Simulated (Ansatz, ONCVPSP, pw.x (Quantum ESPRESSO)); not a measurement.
## What a changed setting does to a pw.x run (bcc H)

Potential: optimised norm-conserving Vanderbilt (ONCV), ONCVPSP 4.0.1.1 (patched build), PBE; core none, reference 1s1; waves: 1s: rc 0.66 bohr, ncon 4, nbas 7, qcut 8.9 1/bohr, 2 projectors, debl 2.7 Ha; p scattering state at 0.1 Ha: rc 0.85 bohr, ncon 4, nbas 7, qcut 11.7 1/bohr, 2 projectors, debl 3.8 Ha; local part: polynomial inside 0.55 bohr (lpopt 5, dvloc0 0 Ha); core correction: none.

The reference run (k-mesh 18³, cutoffs 135/540 Ry, Fermi–Dirac 0.01 Ry, mixing_beta 0.4, conv_thr 1e-9, no spin) gives -2.39 GPa at 3.033 Å³/atom, where all-electron LAPW gives -2.27 GPa. This run, with its own iteration cap, changes nosym to true.

```
&control
  calculation='scf', prefix='x', pseudo_dir='./', outdir='./tmp', tstress=.true., disk_io='none'
/
&system
  ibrav=0, nat=1, ntyp=1, ecutwfc=135, ecutrho=540, nbnd=7,
  occupations='smearing', smearing='fd', degauss=0.01, nosym=.true.
/
&electrons
  conv_thr=1e-09, mixing_beta=0.4, electron_maxstep=60
/
ATOMIC_SPECIES
H 1.0 H.UPF
CELL_PARAMETERS angstrom
  -0.91187954 0.91187954 0.91187954
  0.91187954 -0.91187954 0.91187954
  0.91187954 0.91187954 -0.91187954
ATOMIC_POSITIONS crystal
H 0.0000 0.0000 0.0000
K_POINTS automatic
18 18 18 0 0 0
```

```bash
pw.x < H.scf.in > H.scf.out
```

**Question.** How does the run end?

**Answer.** It converges in 3 iterations; the free energy moves by +0.0 meV/atom and the pressure by +0.00 GPa. The result is that of the reference run.

```
lattice parameter (alat)  =       2.9847  a.u.
     unit-cell volume          =      20.4677 (a.u.)^3
     number of electrons       =         1.00
     number of Kohn-Sham states=            7
     kinetic-energy cutoff     =     135.0000  Ry
     charge density cutoff     =     540.0000  Ry
     scf convergence threshold =      1.0E-09
     Exchange-correlation= PBE
     number of k points=  2920  Fermi-Dirac smearing, width (Ry)=  0.0100
     iteration #  1     ecut=   135.00 Ry     beta= 0.40
     total energy              =      -1.07521419 Ry
     estimated scf accuracy    <       0.00000120 Ry
     iteration #  2     ecut=   135.00 Ry     beta= 0.40
     total energy              =      -1.07521826 Ry
     estimated scf accuracy    <       0.00000046 Ry
     iteration #  3     ecut=   135.00 Ry     beta= 0.40
     the Fermi energy is     3.5828 ev
!    total energy              =      -1.07521837 Ry
     estimated scf accuracy    <          1.0E-10 Ry
     smearing contrib. (-TS)   =      -0.00045147 Ry
     The total energy is F=E-TS. E is the sum of the following terms:
     one-electron contribution =       0.62593276 Ry
     hartree contribution      =       0.01865150 Ry
     xc contribution           =      -0.66340060 Ry
     ewald contribution        =      -1.05595055 Ry
     convergence has been achieved in   3 iterations
          total   stress  (Ry/bohr**3)                   (kbar)     P=      -23.90
     Message from routine punch:
     Nothing written, as per user request (disk_io='none')
```

The run took about 81 s on one core of a shared host (Neoverse-V1, 64 threads, 495 GiB, load 20).
